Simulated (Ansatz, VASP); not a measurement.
# One calculation of W, two programs

File INCAR:

```
SYSTEM = W
  ALGO = Normal
  EDIFF = 1E-8
  ENCUT = 520
  GGA = PE
  ISIF = 2
  ISMEAR = -1
  LASPH = .True.
  LCHARG = .False.
  LEFG = .True.
  LREAL = .False.
  LWAVE = .False.
  NBANDS = 13
  NELM = 100
  PREC = Accurate
  SIGMA = 0.08
```

Contents of KPOINTS:

```
k-points
0
Gamma
  14 14 14
  0 0 0
```

POSCAR

```
W
1.0
   -1.6132245933      1.6132245933      1.6132245933
    1.6132245933     -1.6132245933      1.6132245933
    1.6132245933      1.6132245933     -1.6132245933
W
1
Direct
    0.0000000000      0.0000000000      0.0000000000
```

Input for Ansatz:

```yaml
crystal:
  lattice:
    - [-1.6132245933, 1.6132245933, 1.6132245933]
    - [1.6132245933, -1.6132245933, 1.6132245933]
    - [1.6132245933, 1.6132245933, -1.6132245933]
  atoms:
    - { symbol: W, position: [0.0, 0.0, 0.0] }
kpoints:
  mp_grid: { grid: [14, 14, 14] }
scf:
  occupations: { method: fermi_dirac, width: 0.08 }
hamiltonian:
  xc: pbe
  pseudopotentials: { kind: paw }
output:
  forces: true
  stress: true
  eigenvalues: true
  efg: { contact_densities: true }
```

Change from the starting cell: volume scaled by 1.04, PAW files.

Alike in both runs: task electric field gradients; functional PBE; k mesh 14 × 14 × 14; occupations fermi-dirac, width 0.08 eV; no spin polarisation.

```csv
,VASP,Ansatz
version,VASP 6.6.1,Ansatz 0.2.0
potentials or method,"VASP PAW PBE potentials, release 64 (W_sv)","PAW with Ansatz's default frozen-core files, scalar-relativistic"
plane-wave cutoff (eV),520,420
valence electrons in the cell,14,14
```

|  | VASP | Ansatz | Ansatz less VASP |
| --- | --- | --- | --- |
| pressure (GPa) | -10.6 | -10.9 | -0.36 |
| Vzz of the field gradient on the site that differs most (V/Å²) | 0.0 | 0.0 | 0.00 |

Ansatz warned: «gradients_without_spin_orbit».

Spin-orbit coupling is left out, which matters for the levels of W.
